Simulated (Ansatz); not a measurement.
MoP:

```
Mo P
1.0
     3.22300    0.00000    0.00000
    -1.61150    2.79120    0.00000
     0.00000    0.00000    3.19100
Mo P
1 1
Direct
  0.00000 0.00000 0.00000
  0.33333 0.66667 0.50000
```

Program: Ansatz 0.2.0. Alike in all runs: cell as given. Hardware: 1 thread of Arm Neoverse V2, on a shared host.

**Question.** Order these runs on this cell by their wall time, lowest first.
A. task single point; level PBE; potentials or basis all-electron LAPW, scalar-relativistic; spin off; k mesh 6 × 6 × 5; cutoff (eV) 233; smearing fermi-dirac 0.03 eV; basis error allowed 0.002 eV/atom; mesh quality coarse
B. task band structure; level RPBE; potentials or basis all-electron LAPW, scalar-relativistic; spin off; k mesh 10 × 10 × 8; cutoff (eV) 254; smearing fermi-dirac 0.05 eV; basis error allowed 0.001 eV/atom; mesh quality not flagged
C. task band structure; level LDA; potentials or basis all-electron LAPW, relativistic spinors; spin SOC, no magnetisation; k mesh 7 × 7 × 6; cutoff (eV) 255; smearing fermi-dirac 0.05 eV; basis error allowed 0.001 eV/atom; mesh quality coarse

**Answer.** A (6.2 s), B (24 s), C (99 s).

Caveats: some runs use coarse meshes; the k mesh is thin for a metal, which can move the energy by tens of meV per atom (some runs).
